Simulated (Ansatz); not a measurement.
The system is Zn.

```
Zn
1.0
     2.67000    0.00000    0.00000
    -1.33500    2.31229    0.00000
     0.00000    0.00000    4.96600
Zn
2
Direct
  0.66667 0.33333 0.75000
  0.33333 0.66667 0.25000
```

| Property | Result |
| --- | --- |
| Program | Ansatz 0.2.0 |
| Task | single point |
| Functional | PBE |
| Potentials or basis | all-electron LAPW, scalar-relativistic |
| Cutoff | 264 eV (chosen from the basis error) |
| Basis error allowed | 0.001 eV/atom |
| k mesh | 11 × 11 × 6 |
| Occupations | fermi-dirac, width 0.05 eV |
| Spin | no spin polarisation |

On this cell: pressure -0.7 GPa; largest force under 0.003 eV/Å; band gap on the k mesh none (metal or under the smearing width).

The same run follows on a disturbed copy (atoms moved at random, drawn with an rms of 0.05 Å):

```
Zn
1.0
     2.67000    0.00000    0.00000
    -1.33500    2.31229    0.00000
     0.00000    0.00000    4.96600
Zn
2
Direct
  0.66542 0.31974 0.74893
  0.32257 0.68013 0.25107
```

Q: What does the disturbed cell give?

A: The energy (extrapolated to zero smearing) moves by +1.0 meV/atom; pressure -0.6 GPa; largest force 0.049 eV/Å; band gap on the k mesh none (metal or under the smearing width).

Forces on the atoms (eV/Å):
```
Zn  -0.028  0.032  0.024
Zn   0.028 -0.032 -0.024
```

Stress tensor (GPa, compression positive):
```
-0.30 -0.06 -0.01
-0.06 -0.41  0.01
-0.01  0.01 -1.17
```
